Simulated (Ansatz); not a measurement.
Crystal: InSe.

```
In Se
1.0
     4.05000    0.00000    0.00000
    -2.02500    3.50740    0.00000
     0.00000    0.00000   16.93000
In Se
4 4
Direct
  0.66667 0.33333 0.84300
  0.33333 0.66667 0.34300
  0.66667 0.33333 0.65700
  0.33333 0.66667 0.15700
  0.66667 0.33333 0.39800
  0.33333 0.66667 0.89800
  0.66667 0.33333 0.10200
  0.33333 0.66667 0.60200
```

```yaml
Program: Ansatz 0.2.0
Task: relaxation of cell and atoms
Functional: PBEsol
Potentials_or_basis: Ansatz PAW
Cutoff: "420 eV (not typed: the program's choice for these potentials)"
k_mesh: 8 × 8 × 2
Occupations: fermi-dirac, width 0.05 eV
Spin: no spin polarisation
```

At the start: volume 30.06 Å³/atom.

**Question.** How do energy, volume and symmetry change on relaxing?

**Answer.** It ends after 7 steps and the volume is 29.53 Å³/atom (-1.8 %); space group P6_3/mmc (No. 194, to 0.05 Å).

The path:
```
step  energy change (eV)  largest force (eV/Å)  volume (Å³)
   1              0.0000                2.7359       240.49
   2             -1.5819                0.2094       242.54
   3             -1.6293                0.1369       239.19
   4             -1.6555                0.1052       235.63
   5             -1.6575                0.0319       236.22
   6             -1.6577                0.0013       236.24
   7             -1.6570                0.0014       236.24
```

Final structure:
```
CELL_PARAMETERS angstrom
4.00654 0.00000 0.00000
-2.00327 3.46976 0.00000
0.00000 0.00000 16.99355
ATOMIC_POSITIONS crystal
In 0.66667 0.33333 0.83169
In 0.33333 0.66667 0.33169
In 0.66667 0.33333 0.66831
In 0.33333 0.66667 0.16831
Se 0.66667 0.33333 0.40690
Se 0.33333 0.66667 0.90690
Se 0.66667 0.33333 0.09310
Se 0.33333 0.66667 0.59310
```

Caveat: the plane-wave basis is chosen anew once the cell has moved, so the energies of steps on either side of that aren't comparable; this functional lacks dispersion, which binds the layers, so the pressure and a relaxed spacing across them are unreliable; the PAW data sets come from PBE, with cores solved anew for the run's functional, which leaves a small shift of forces and pressure.
